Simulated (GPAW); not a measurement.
The system is Fe.

```xyz
1
Lattice="-1.4430 1.4430 1.4430 1.4430 -1.4430 1.4430 1.4430 1.4430 -1.4430" Properties=species:S:1:pos:R:3 pbc="T T T"
Fe    0.0000    0.0000    0.0000
```

* Program: GPAW 26.7.0
* Task: relaxation of cell and atoms
* Functional: PBEsol
* Potentials or basis: PAW data sets generated in the run's folder for this functional
* Cutoff: 600 eV
* Basis: pw
* k mesh: 13 × 13 × 13
* Occupations: fermi-dirac, width 0.05 eV
* Spin: collinear spin, ferromagnetic start
* Starting moments: [3.0] μB

At the start: pressure -16.0 GPa; volume 12.02 Å³/atom.

**Question.** How do energy, volume and symmetry change on relaxing?

**Answer.** Over 4 steps the energy falls by 60.5 meV/atom and the volume is 10.95 Å³/atom (-8.9 %); space group Im-3m (No. 229, to 0.05 Å); moment 2.07 μB per cell.

Step by step:
```tsv
step	energy change (eV)	largest force (eV/Å)	pressure (GPa)	volume (Å³)
1	0.0000	0.0000	-15.96	12.02
2	-0.0475	0.0000	-8.69	11.42
3	-0.0592	0.0000	2.83	10.81
4	-0.0605	0.0000	-0.15	10.95
```

Final structure:
```yaml
crystal:
  lattice:
    - [-1.39879, 1.39879, 1.39879]
    - [1.39879, -1.39879, 1.39879]
    - [1.39879, 1.39879, -1.39879]
  atoms:
    - { symbol: Fe, position: [0.00000, 0.00000, 0.00000] }
```

Caveat: each step starts from the last one's moments, so a moment once lost doesn't come back; later steps reuse the first step's grids.
